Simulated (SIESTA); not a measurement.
# HfB2 under changes of volume

One of the cells (9.905 Å³/atom); the others are scaled copies at fixed shape and fractional positions:

```
CELL_PARAMETERS angstrom
3.14000 0.00000 0.00000
-1.57000 2.71932 0.00000
0.00000 0.00000 3.48000
ATOMIC_POSITIONS crystal
Hf 0.00000 0.00000 0.00000
B 0.66667 0.33333 0.50000
B 0.33333 0.66667 0.50000
```

- Program: SIESTA 5.4.2
- Functional: PBEsol
- Potentials or basis: PseudoDojo 0.4 standard (PBEsol files)
- Basis: DZP (energy shift 0.003 Ry; two zetas on semicore shells)
- Grid cutoff: 800 Ry
- Energy shift: 0.003 Ry
- k mesh: 10 × 10 × 8
- Occupations: fermi-dirac, width 0.05 eV
- Spin: no spin polarisation

```csv
volume (Å³/atom),energy over the lowest point (meV/atom),pressure (GPa)
9.311,20.71,14.8
9.509,6.56,8.3
9.707,0.00,2.5
9.905,0.31,-2.9
10.103,6.94,-7.7
10.301,19.21,-12.0
10.499,?,?
```

What does the run at 10.499 Å³/atom give?

Energy over the lowest point 36.57 meV/atom; pressure -16.0 GPa.

Worked out: A Birch-Murnaghan fit of order 3 (a polynomial in V^(-2/3)) to the other rows has its minimum at 9.80 Å³/atom with B0 = V·E''(V) = 264 GPa and B' = 3.7 at fixed shape and positions, which overstates the stiffness. It gives 36.68 meV/atom at 10.499 Å³/atom, against the run's 36.57, and -dE/dV = -16.1 GPa, against -16.0.

Energies are extrapolated to zero smearing.

Caveats: short orbitals over semicore shells can move pressures by several GPa; the basis of atomic orbitals isn't converged, which shifts pressures, moduli and gaps.
